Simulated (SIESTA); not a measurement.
# Mn in SIESTA: the effect of starting spin order

The system is Mn, a slab with vacuum.

```xyz
5
Lattice="2.7316 0.0000 0.0000 -1.3658 2.3656 0.0000 0.0000 0.0000 23.9212" Properties=species:S:1:pos:R:3 pbc="T T T"
Mn    1.3658    0.7885    7.5000
Mn    0.0000    1.5771    9.7303
Mn    0.0000    0.0000   11.9606
Mn    1.3658    0.7885   14.1909
Mn    0.0000    1.5771   16.4212
```

The slab is cut from a database's or a generator's crystal, which needn't be the stable form of the element.

Alike in all runs:

```yaml
Program: SIESTA 5.4.2
Task: single point
Functional: PBE
Potentials_or_basis: PseudoDojo 0.4 standard (PBE files)
Basis: DZP (energy shift 0.003 Ry; two zetas on semicore shells)
Grid_cutoff: 800 Ry
Energy_shift: 0.003 Ry
k_mesh: 8 × 8 × 1
Occupations: fermi-dirac, width 0.05 eV
```

```csv
starting spin order,spin,starting moments,energy over the lowest run (meV/atom),final net moment (μB),final largest site moment (μB)
nm,"collinear spin, zero start","[0.0, 0.0, 0.0, 0.0, 0.0] μB",?,?,?
fm,"collinear spin, ferromagnetic start","[4.0, 4.0, 4.0, 4.0, 4.0] μB",133.0,18.23,4.02
fm_larger,"collinear spin, fm_larger start","[5.5, 5.5, 5.5, 5.5, 5.5] μB",133.0,18.23,4.02
afm,"collinear spin, antiferromagnetic start","[4.0, -4.0, 4.0, -4.0, 4.0] μB",0.0,4.08,3.75
afm_larger,"collinear spin, afm_larger start","[5.5, -5.5, 5.5, -5.5, 5.5] μB",0.0,4.08,3.75
ferri,"collinear spin, ferrimagnetic start","[4.0, -2.0, 4.0, -2.0, 4.0] μB",0.0,4.08,3.75
```

Problem. What does the run with starting spin order nm give?

Solution. Energy over the lowest run 561.2 meV/atom; final net moment 0.00 μB; final largest site moment 0.00 μB.

Caveats: the cell was measured hot, at 1373 K.
